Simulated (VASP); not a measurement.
Here is the system:

```yaml
crystal:
  lattice:
    - [0.00000, 3.10346, 3.10346]
    - [3.10346, 0.00000, 3.10346]
    - [3.10346, 3.10346, 0.00000]
  atoms:
    - { symbol: Zn, position: [0.00000, 0.00000, 0.00000] }
    - { symbol: Te, position: [0.25000, 0.25000, 0.25000] }
```

Computed with PBE GGA with D3 dispersion (Becke-Johnson damping), VASP's PBE PAW potentials (set 64) (plane waves; VASP). Settings: 520 eV cut-off, 8×8×8 Γ-centred mesh, Gaussian smearing of 0.050 eV, potentials Zn Te.

Problem. Give the stress tensor in GPa (positive for a compressed cell).

Solution. 
```
-2.49   0.00   0.00
 0.00  -2.49   0.00
 0.00   0.00  -2.49
```
The pressure is its mean diagonal, -2.49 GPa.

The compound is ZnTe in the zinc blende structure. This cell is one point of a volume scan, at 1.06 of the reference volume.
